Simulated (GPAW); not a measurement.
Crystal: CdF2.

```xyz
3
Lattice="0.0000 2.6940 2.6940 2.6940 0.0000 2.6940 2.6940 2.6940 0.0000" Properties=species:S:1:pos:R:3 pbc="T T T"
Cd    0.0000    0.0000    0.0000
F     4.0410    4.0410    4.0410
F     1.3470    1.3470    1.3470
```

Base run:

| Property | Result |
| --- | --- |
| Program | GPAW 26.7.0 |
| Functional | PBE |
| Potentials or basis | GPAW PAW data sets (gpaw-data 1.2.1) |
| Cutoff | 800 eV |
| Basis | pw |
| k mesh | 9 × 9 × 9 |
| Occupations | fermi-dirac, width 0.05 eV |
| Spin | no spin polarisation |

Its results: band gap on the k mesh 3.10 eV, indirect (least direct gap 3.54 eV); pressure 3.6 GPa.

Question: The run is repeated on the same cell with these changes: cutoff from 800 eV to 600 eV; k mesh from 9 × 9 × 9 to 7 × 7 × 7. What comes out?

Answer: Band gap on the k mesh 3.13 eV, indirect (least direct gap 3.54 eV); pressure 4.9 GPa.

Caveats: the cutoff is short for stress and forces, so pressures can be off by a GPa or more (some runs); an odd mesh through Γ misses points on the zone boundary, where band edges often lie (some runs).
